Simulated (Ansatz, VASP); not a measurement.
Os: VASP beside Ansatz

Contents of INCAR:

```
ALGO = Normal ; EDIFF = 1E-8
ENCUT = 520 ; GGA = PE
ISIF = 2 ; ISMEAR = -1
LASPH = True ; LCHARG = False
LEFG = True ; LREAL = False
LWAVE = False ; NBANDS = 10
NELM = 60 ; PREC = Accurate
SIGMA = 0.05
```

File KPOINTS:

```
k-points
0
Gamma
  14 14 14
```

File POSCAR:

```
Os
1.0
    0.0000000000      1.9578811701      1.9578811701
    1.9578811701      0.0000000000      1.9578811701
    1.9578811701      1.9578811701      0.0000000000
Os
1
Direct
    0.0000000000      0.0000000000      0.0000000000
```

Input for Ansatz:

```yaml
crystal:
  lattice:
    - [0.0, 1.9578811701, 1.9578811701]
    - [1.9578811701, 0.0, 1.9578811701]
    - [1.9578811701, 1.9578811701, 0.0]
  atoms:
    - { symbol: Os, position: [0.0, 0.0, 0.0] }
kpoints:
  mp_grid: { grid: [14, 14, 14] }
scf:
  occupations: { method: fermi_dirac, width: 0.05 }
hamiltonian:
  xc: pbe
  pseudopotentials: { kind: paw }
output:
  forces: true
  stress: true
  eigenvalues: true
  efg: { contact_densities: true }
```

Change from the starting cell: volume scaled by 1.02, PAW files.

Alike in both runs: task electric field gradients; functional PBE; k mesh 14 × 14 × 14; occupations fermi-dirac, width 0.05 eV; no spin polarisation.

```csv
,VASP,Ansatz
version,VASP 6.6.1,Ansatz 0.2.0
potentials or method,"VASP PAW PBE potentials, release 64 (Os)","PAW with Ansatz's default frozen-core files, scalar-relativistic"
plane-wave cutoff (eV),520,420
valence electrons in the cell,8,16
```

Ansatz gave:

| Item | Value |
| --- | --- |
| pressure (GPa) | -15.9 |
| Vzz of the field gradient on the site that differs most (V/Å²) | 0.0 |

Q: Which values does VASP return?

A: Pressure (GPa): -16.3; Vzz of the field gradient on the site that differs most (V/Å²): 0.0.

The two sets of potentials don't hold the same shells in valence. Ansatz warned: «gradients_without_spin_orbit».

Caveats: so large a pressure means that the cell lies far from this level's equilibrium, or that cutoff or potentials fall short (VASP). The runs have no spin-orbit coupling, so splittings on Os are missing.
